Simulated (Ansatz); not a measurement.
Relaxed bulk TiC:

```
Ti C
1.0
     0.00000    2.16646    2.16646
     2.16646    0.00000    2.16646
     2.16646    2.16646    0.00000
Ti C
1 1
Cartesian
  0.0000 0.0000 0.0000
  2.1665 2.1665 2.1665
```

Miller indices refer to the conventional cell of Fm-3m (No. 225), a = 4.333 Å, b = 4.333 Å, c = 4.333 Å, α = 90.00°, β = 90.00°, γ = 90.00°.

All numbers below come from DFT PBE, scalar-relativistic, plane waves, PAW in Ansatz 0.2.0. Cutoff 420 eV, Gaussian smearing of 0.10 eV, no spin polarisation. A dipole correction acts along the normal.

The slab isn't stoichiometric, so its surface energy depends on the chemical potentials; it is given with the excess atoms taken from the element's standard state, a limit at which the compound may itself be unstable, so the figure can be too low.

A relaxed slab with low-index faces, about a nanometre thick, has these properties:

```
Surface energy with the excess atoms taken from the elements : 7.97 J/m²
Work function                                                : 6.68 eV
```

Task: Which low-index plane was cut, and which atoms end it?

Result: The (111) plane, with C in the top plane and C in the bottom one as cut, before relaxation. The planes from bottom to top: C, Ti, C, Ti, C, Ti, C, Ti, C, Ti, C.